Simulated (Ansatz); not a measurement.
**Heated and quenched cell B32N32, uniform strain +8.0 %**

Aim: follow the cell under a thermostat, then look at the structure it ends in and at its levels by PBEsol and HSE06.

Method: density functional theory in Ansatz 0.2.0, PAW datasets, plane waves.

## (1) Starting point

64 atoms (32 B, 32 N); a = 7.789 Å, b = 7.789 Å, c = 7.789 Å, α = 90.00°, β = 90.00°, γ = 90.00°. All atoms were shaken off their sites by about 0.15 Å along each axis.

Plan of the steps: (2) PBEsol dynamics at the Γ point alone, on 1 × NVIDIA GB300 with 8 threads of Arm Neoverse-V2; (3) PBEsol relaxation at the Γ point alone, on 1 × NVIDIA GB300 with 8 threads of Arm Neoverse-V2; (4) HSE06 single point at the Γ point alone, on 1 × NVIDIA GB300 with 8 threads of Arm Neoverse-V2.

## (2) Langevin dynamics

Input file in.yaml:

```yaml
accuracy: low
crystal:
  lattice:
    - [7.788518, 0.000000, 0.000000]
    - [0.000000, 7.788518, 0.000000]
    - [0.000000, 0.000000, 7.788518]
  atoms:
    - { symbol: B, position: [0.011315, 0.973605, 0.987050] }
    - { symbol: B, position: [0.978687, 0.012690, 0.513101] }
    - { symbol: B, position: [0.010405, 0.539702, 0.980454] }
    - { symbol: B, position: [0.010092, 0.487754, 0.485978] }
    - { symbol: B, position: [0.497967, 0.030107, 0.959525] }
    - { symbol: B, position: [0.522319, 0.018724, 0.540264] }
    - { symbol: B, position: [0.457746, 0.499113, 0.041929] }
    - { symbol: B, position: [0.495316, 0.460530, 0.510449] }
    - { symbol: B, position: [0.246034, 0.254556, 0.018831] }
    - { symbol: B, position: [0.244808, 0.217304, 0.515640] }
    - { symbol: B, position: [0.267429, 0.742901, 0.995912] }
    - { symbol: B, position: [0.248976, 0.756092, 0.493000] }
    - { symbol: B, position: [0.718564, 0.233775, 0.983554] }
    - { symbol: B, position: [0.700950, 0.225179, 0.514090] }
    - { symbol: B, position: [0.765613, 0.741325, 0.973440] }
    - { symbol: B, position: [0.725915, 0.771048, 0.497973] }
    - { symbol: B, position: [0.252122, 0.975718, 0.248962] }
    - { symbol: B, position: [0.282979, 0.016292, 0.748007] }
    - { symbol: B, position: [0.246832, 0.497284, 0.269200] }
    - { symbol: B, position: [0.246151, 0.501123, 0.757966] }
    - { symbol: B, position: [0.729406, 0.994525, 0.251358] }
    - { symbol: B, position: [0.736734, 0.998319, 0.737172] }
    - { symbol: B, position: [0.724162, 0.504691, 0.269203] }
    - { symbol: B, position: [0.769385, 0.481014, 0.740632] }
    - { symbol: B, position: [0.025038, 0.240514, 0.226441] }
    - { symbol: B, position: [0.988474, 0.290707, 0.735134] }
    - { symbol: B, position: [0.004233, 0.766654, 0.235598] }
    - { symbol: B, position: [0.992864, 0.743615, 0.772418] }
    - { symbol: B, position: [0.533991, 0.224368, 0.255943] }
    - { symbol: B, position: [0.494041, 0.252494, 0.736801] }
    - { symbol: B, position: [0.530844, 0.758485, 0.250757] }
    - { symbol: B, position: [0.513221, 0.758757, 0.790837] }
    - { symbol: N, position: [0.151071, 0.157412, 0.124049] }
    - { symbol: N, position: [0.100350, 0.108313, 0.649877] }
    - { symbol: N, position: [0.154395, 0.612266, 0.100060] }
    - { symbol: N, position: [0.130980, 0.612043, 0.615626] }
    - { symbol: N, position: [0.659377, 0.107820, 0.120783] }
    - { symbol: N, position: [0.627467, 0.137046, 0.606293] }
    - { symbol: N, position: [0.616503, 0.664793, 0.110748] }
    - { symbol: N, position: [0.613801, 0.609946, 0.613595] }
    - { symbol: N, position: [0.372574, 0.379268, 0.141441] }
    - { symbol: N, position: [0.354300, 0.381602, 0.614797] }
    - { symbol: N, position: [0.356908, 0.917600, 0.146812] }
    - { symbol: N, position: [0.368060, 0.887521, 0.626453] }
    - { symbol: N, position: [0.853472, 0.388202, 0.116649] }
    - { symbol: N, position: [0.882018, 0.370983, 0.626381] }
    - { symbol: N, position: [0.899462, 0.889864, 0.134208] }
    - { symbol: N, position: [0.867561, 0.860758, 0.610485] }
    - { symbol: N, position: [0.333577, 0.122302, 0.384356] }
    - { symbol: N, position: [0.378080, 0.140822, 0.862982] }
    - { symbol: N, position: [0.368219, 0.610408, 0.339003] }
    - { symbol: N, position: [0.385635, 0.627759, 0.890297] }
    - { symbol: N, position: [0.851971, 0.125407, 0.357688] }
    - { symbol: N, position: [0.882456, 0.137052, 0.901213] }
    - { symbol: N, position: [0.887981, 0.630945, 0.370147] }
    - { symbol: N, position: [0.845243, 0.649806, 0.826396] }
    - { symbol: N, position: [0.129743, 0.364528, 0.375412] }
    - { symbol: N, position: [0.115623, 0.378674, 0.873755] }
    - { symbol: N, position: [0.092975, 0.894120, 0.380684] }
    - { symbol: N, position: [0.132054, 0.866256, 0.897735] }
    - { symbol: N, position: [0.640545, 0.349881, 0.383875] }
    - { symbol: N, position: [0.609910, 0.346019, 0.868283] }
    - { symbol: N, position: [0.657040, 0.866856, 0.377247] }
    - { symbol: N, position: [0.609408, 0.871882, 0.831719] }
kpoints:
  mp_grid: { grid: [1, 1, 1] }
hamiltonian:
  xc: pbesol
scf:
  occupations: { method: fermi_dirac, width: 0.1 }
md:
  ensemble: nvt_langevin
  timestep: 2.5
  n_steps: 600
  temperature: 6000
  temperature_schedule: [{ n_steps: 240, end_temperature: 6000 }, { n_steps: 360, end_temperature: 300 }]
  friction: 0.02
  initial_velocities: maxwell_boltzmann
  seed: 1
```

Further steps of the session: PBEsol relaxation in the fixed cell; Single point with HSE06.

Q: Predict the outcome of this session. Wanted: for each run, top filled to lowest empty.

The runs gave:

| level | time | top filled to lowest empty (eV) |
| --- | --- | --- |
| PBEsol, relaxation | 13 s (GPU) | 0.77 |
| HSE06 | 8.5 s (GPU) | 1.72 |

| quantity | value |
| --- | --- |
| length | 600 steps of 2.5 fs |
| mean temperature of the first stage | 5692 K |
| temperature at the last sample | 604 K (thermostat's target 300 K) |
| median shift | B 2.70, N 2.22 Å |
| relaxation | 16 recorded steps, 6.40 eV gained |
| largest shift | 0.53 Å (N38) |
| mean count of neighbours within 1.2 times the covalent radii | B 3.56, N 3.31 |

**In words.** B shifted most, by a median 2.70 Å in 1.50 ps (first neighbours: 1.7 Å), so most of its atoms left their sites. A quench this fast leaves more defects than a real glass holds. Relaxation gains 6.40 eV, with shifts up to 0.53 Å (N38). At the same k points, PBEsol gives a spacing 0.96 eV smaller than the 1.72 eV of HSE06. With one k point the spacing samples only the states that fold onto it, so it can exceed the gap over the zone.
